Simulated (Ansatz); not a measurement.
An Ansatz input:

```yaml
crystal:
  lattice:
    - [4.7528674675, 0.0, 0.0]
    - [-2.3764337337, 4.1161039676, 0.0]
    - [0.0, 0.0, 6.0398778808]
  atoms:
    - { symbol: Te, position: [0.2535874846, 1.0, 0.3333333333] }
    - { symbol: Te, position: [1.0, 0.2535874846, 0.6666666667] }
    - { symbol: Te, position: [0.7464125154, 0.7464125154, 0.0] }
hamiltonian:
  xc: r2scan
  pseudopotentials:
    kind: paw
    azcp:
      Te: "pseudopotentials/Te.paw.azcp"
basis:
  ecutwfc: 500
  fft_grid_basis: typed
kpoints:
  mp_grid: { grid: [7, 7, 5], shift: [0, 0, 0] }
magnetization:
  spin_polarized: false
scf:
  occupations: { method: fermi_dirac, width: 0.05 }
output:
  stress: true
```

and its output:

```
Engine: ansatz 0.2.0, x86_64-unknown-linux-gnu
Pseudopotentials: kind: paw
Pseudopotential: Te, paw, valence charge 16, recommended cutoff 500 eV (meta_gga) 
Functional definition: r2SCAN
  parameter k0 = 0.174
  parameter k1 = 0.065
  parameter a1 = 4.9479
  exchange = r2scan_x(k0 = k0, k1 = k1, a1 = a1)
  correlation = r2scan_c
Crystal: 3 atoms, lattice volume = 118.160 Å³
Basis set: ecut = 500 eV, 2981 PW (Γ), exchange–correlation on 144×144×180 points (64 copies of the dense FFT grid, shifted against one another)
Bands: 28, of which v1, the nominal top of the filled ones, is band 24 counted from 1 (23 counted from 0)
Symmetry: 6 space group operations
Space group: P3121 (ITA 152), of the structure as read, at distance tolerance 4.9e-5 Å
k-points: 32 of 245 (time reversal used)
Non-local potential: Te, projectors of the file, l = 0: 2, l = 1: 2, l = 2: 2, l = 3: 2
PAW form: soft (Blöchl's): semilocal exchange-correlation on the pseudo side does not see the compensation charge
PAW frozen core: Te, regenerated for the run's functional (the file was generated under x = pbe(κ = 0.804, μ = 0.2195149727645171), c = pbe(β = 0.06672455060314922))
PAW one-centre angular grid: Te, 590 points (default); XC on 160 Gauss nodes
Initial density: superposition of atomic densities (neutral atoms: chi_scale 0, normalization atom), corrected by the library's trained network
Initial wavefunctions: pseudopotential atomic-orbital guess
Functional: x = r2scan, c = r2scan; τ floored in thin density (d = 2e-4 eV/Å³)
SCF iter   1: F=—  HF=-20984.377638 eV  |F-HF|=—  |Δ(HF+E_count)|=         —  Δρ=3.09e-3  dr2=9.32e-3  dr2_τ=3.05e-3  ethr=1.77e-3  ⟨swp⟩=7.6  Hψ=4113  notcnv=0
SCF iter   2: F=—  HF=-20984.383162 eV  |F-HF|=—  |Δ(HF+E_count)|=   5.52e-3  Δρ=1.84e-3  dr2=2.83e-3  dr2_τ=4.23e-5  ethr=1.94e-5  ⟨swp⟩=2.2  Hψ=1634  notcnv=0
SCF iter   3: F=—  HF=-20984.384296 eV  |F-HF|=—  |Δ(HF+E_count)|=   1.13e-3  Δρ=3.48e-4  dr2=8.98e-5  dr2_τ=6.39e-6  ethr=5.91e-6  ⟨swp⟩=2.6  Hψ=1775  notcnv=0
SCF iter   4: F=—  HF=-20984.384333 eV  |F-HF|=—  |Δ(HF+E_count)|=   3.72e-5  Δρ=8.59e-5  dr2=8.15e-6  dr2_τ=3.88e-7  ethr=1.87e-7  ⟨swp⟩=2.0  Hψ=1664  notcnv=0
SCF iter   5: F=—  HF=-20984.384338 eV  |F-HF|=—  |Δ(HF+E_count)|=   5.04e-6  Δρ=3.01e-5  dr2=1.01e-6  dr2_τ=2.48e-8  ethr=1.70e-8  ⟨swp⟩=2.4  Hψ=1597  notcnv=0
SCF iter   6: F=-20984.384340 eV  HF=-20984.384340 eV  |F-HF|=5.84e-9  |Δ(HF+E_count)|=   1.60e-6  Δρ=4.99e-6  dr2=2.34e-8  dr2_τ=1.58e-9  ethr=2.08e-10  ⟨swp⟩=3.5  Hψ=3972  notcnv=0
SCF 1 converged in 6 iterations: F = -20984.384340 eV  dr2 = 2.34e-8
SCF converged after 6 iterations
Free energy (F): -20984.384340 eV
Harris-Foulkes:  -20984.384340 eV  (|F-HF|=5.84e-9)
Internal energy: -20984.384334 eV  (E = F + TS)
E sigma→0 (E₀):  -20984.384337 eV
Entropy (-TS):   -0.000006 eV (-0.002 meV/atom)
Fermi energy:    6.789001 eV
--- Per-component energies (eV) ---
  E_band       = -924.116780
  E_kinetic    = 535.514132
  E_local      = -4273.261155  (includes V_loc(G=0)·N_el)
  E_nonlocal   = -931.811189
  E_hartree    = 2614.424180
  E_xc         = -342.395245
  E_vxc        = -330.847566  (∫ρ·V_xc dr)
  E_paw        = -14058.544370  (= ΣΔE_a)
  E_vpaw       = -1173.057060  (= ΣTr[D̂ρ^β])
  E_aug_tail   = -0.000108  (compensation charges beyond the density's cutoff)
  E_vtau       = 20.507093  (kinetic-family band-sum trace: ∫τ·v_τ [+ j·A + Jᵃ·Aᵃ] dr)
  E_ewald      = -4529.165144
  E_core_change = 0.854566  (= ΣΔE_core)
  E_smearing   = -0.000006  (= −TS)
  E_closure    = -0.000000  (closes the sum)
  Σ components = -20984.384340   (vs F -20984.384340, Δ=0.00e0)
--- Stress (GPa, compression-positive) ---
       -2.422121      -0.000000       0.000000
       -0.000000      -2.422121      -0.000000
        0.000000      -0.000000      -3.735923
  P = ⅓ Tr σ = -2.8601 GPa (-28.601 kbar)
```
